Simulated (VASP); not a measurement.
Al: equation of state with PBE

The system is Al.

```
Al
1.0
     2.72176    0.00000    0.00000
     0.00000    2.72176    0.00000
     0.00000    0.00000    2.72176
Al
1
Direct
  0.00000 0.00000 0.00000
```

The cell was built by a generator and needn't be a form met in nature.

```
Program                : VASP 6.6.1
Task                   : equation of state
Functional             : PBE
Potentials or basis    : VASP PAW PBE potentials, release 64 (Al)
Cutoff                 : 520 eV
k mesh                 : 10 × 10 × 10
Occupations            : fermi-dirac, width 0.05 eV
Spin                   : no spin polarisation
Further INCAR settings : ALGO = Normal; EDIFF = 1e-07; NBANDS = 8
```

```
Equilibrium volume                      : 20.28 Å³/atom
Bulk modulus                            : 57 GPa
Pressure derivative of the bulk modulus : 2.7
```

Energy against volume, from the lowest point:
```csv
volume (Å³/atom),energy (meV/atom)
18.953,16.67
19.356,7.83
19.759,2.37
20.163,0.00
20.566,0.55
20.969,3.81
21.373,9.54
```

All runs of the series together: 18 s on 1 thread of Intel(R) Xeon(R) 6975P-C (Granite Rapids), with other jobs on the host.

Caveat: the fit is doubtful: noisy points or a state that changes with volume.
